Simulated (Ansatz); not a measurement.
Clean, relaxed (110) surface of Al, space group Fm-3m (No. 225) (top face towards +c; atoms held fixed, by place in the list: 1, 2, 3):

```
Al
1.0
     2.83943    0.00000    0.00000
     0.00000    4.01556    0.00000
     0.00000    0.00000   24.09857
Al
6
Cartesian
  1.4197 2.0078 8.5000
  0.0000 0.0000 9.9197
  1.4197 2.0078 11.3394
  0.0000 0.0000 12.6921
  1.4197 2.0078 14.1745
  0.0000 0.0000 15.4350
```

Level of theory: DFT PBEsol, scalar-relativistic, plane waves, PAW (Ansatz). Settings: cutoff 420 eV, Γ-centred mesh 10×7×1 on the computed 6-atom cell, Gaussian smearing of 0.10 eV; no spin polarisation. The cell repeats along c with a dipole correction in the vacuum.

O (atom) is put at the top (Al) at (0.00, 0.00) site, one adsorbate per 11.4 Å², and relaxed. The adsorption energy is E(slab + adsorbate) − E(slab) − E(free adsorbate, spin-polarised where open-shell). Heights count from the highest slab atom after relaxation. Bonded neighbours lie within 1.25 times the sum of covalent radii (1.35 for H) and, on that scale, within 12 % of the closest. With the adsorbate the cell is lengthened along c to keep the vacuum.

Problem. How strongly does it bind, and where does its anchoring atom end?

Solution. -4.08 eV; at (0.00, 0.00), 1 bonded neighbour (Al).

Problem. How high does its anchoring atom sit over the highest slab atom, and what is the shortest contact with the surface?

Solution. 1.66 Å; O–Al 1.66 Å.

Problem. The clean face has a work function of 3.90 eV. How does the adsorbate change it?

Solution. By +5.60 eV.

Each end is the local minimum or symmetric point that its start leads to. The slab is only 7.1 Å thick, so the energies aren't converged with thickness.

For at least one of the starts the bottom face's work function also shifts by over 0.1 eV: the slab is too thin to screen the adsorbate, so the work functions aren't converged with thickness.

Spin polarisation was left out, and a magnetic state may lie lower.